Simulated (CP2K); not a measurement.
Runs of CP2K 2026.2 on Si2Mo. The structure is tetragonal, space group I4/mmm (No. 139). The conventional cell has a = 3.200 Å, b = 3.200 Å, c = 7.861 Å, α = 90.00°, β = 90.00°, γ = 90.00°. Around Mo (site symmetry 4/mmm) lie 10 Si at 2.62 Å. Si (site symmetry 4mm) is surrounded by 5 Si at 2.61 to 2.63 Å and 5 Mo at 2.62 Å. 

```csv
task,level,potentials or basis,smearing,EPS_DEFAULT,NGRIDS,points a segment of the path (NPOINTS),bands added on the path,CUTOFF of the grids,gap on the mesh (eV),pressure (GPa),V0 of scaled cells (Å³/atom),B0 (GPa),largest force (eV/Å)
band structure,r2SCAN,"POTENTIAL_UZH Mo GTH-SCAN-q14, Si GTH-SCAN-q4; TZVP-MOLOPT-SCAN-GTH basis",fermi-dirac 0.1 eV,1.0E-10,4,10,4,675 Ry,none,-0.4,-,-,(a)
equation of state,PBE,"POTENTIAL_UZH Mo GTH-PBE-q14, Si GTH-PBE-q4; TZVP-MOLOPT-PBE-GTH basis",fermi-dirac 0.05 eV,1.0E-10,5,-,-,450 Ry,-,-,13.60,208,-
band structure,PBEsol,"POTENTIAL_UZH Mo GTH-PBE-q14, Si GTH-PBE-q4; TZVP-MOLOPT-PBE-GTH basis",fermi-dirac 0.01 eV,1.0E-9,5,8,2,450 Ry,none,-0.2,-,-,0.33
band structure,r2SCAN,"POTENTIAL_UZH Mo GTH-SCAN-q14, Si GTH-SCAN-q4; TZVP-MOLOPT-SCAN-GTH basis",fermi-dirac 0.01 eV,1.0E-9,5,6,4,675 Ry,none,-0.4,-,-,0.35
single point,PBE,"POTENTIAL_UZH Mo GTH-PBE-q14, Si GTH-PBE-q4; TZVP-MOLOPT-PBE-GTH basis",fermi-dirac 0.05 eV,1.0E-10,5,-,-,450 Ry,none,(c),-,-,0.28
band structure,LDA,"GTH_POTENTIALS Mo GTH-PADE-q14, Si GTH-PADE-q4; TZVP-MOLOPT-PBE-GTH basis",fermi-dirac 0.1 eV,1.0E-9,5,8,2,450 Ry,none,-6.2,-,-,(b)
equation of state,PBEsol,"POTENTIAL_UZH Mo GTH-PBE-q14, Si GTH-PBE-q4; TZVP-MOLOPT-PBE-GTH basis",fermi-dirac 0.05 eV,1.0E-10,5,-,-,450 Ry,-,-,13.41,219,-
single point,PBEsol,"POTENTIAL_UZH Mo GTH-PBE-q14, Si GTH-PBE-q4; TZVP-MOLOPT-PBE-GTH basis",fermi-dirac 0.05 eV,1.0E-10,4,-,-,450 Ry,none,-0.2,-,-,0.33
```

Alike in all rows: no spin polarisation; cell as given; k mesh 12 × 12 × 12.

**Question.** Estimate the missing entries.

**Answer.** (a) 0.36; (b) 0.34; (c) 3.0.

Caveats: the basis of atomic orbitals isn't converged, which shifts pressures, moduli and gaps; the potentials were made for another functional, which shifts forces and pressure (some runs); the cell was scaled at fixed shape and fractional positions, which overstates the stiffness of a crystal with free parameters, most of all of layers and chains (some runs).

A k mesh can miss the band edges, and the runs leave out spin-orbit coupling on Mo.

A gap of «none» marks a metal or a gap under the smearing width.

Not every run made on this cell is shown here.
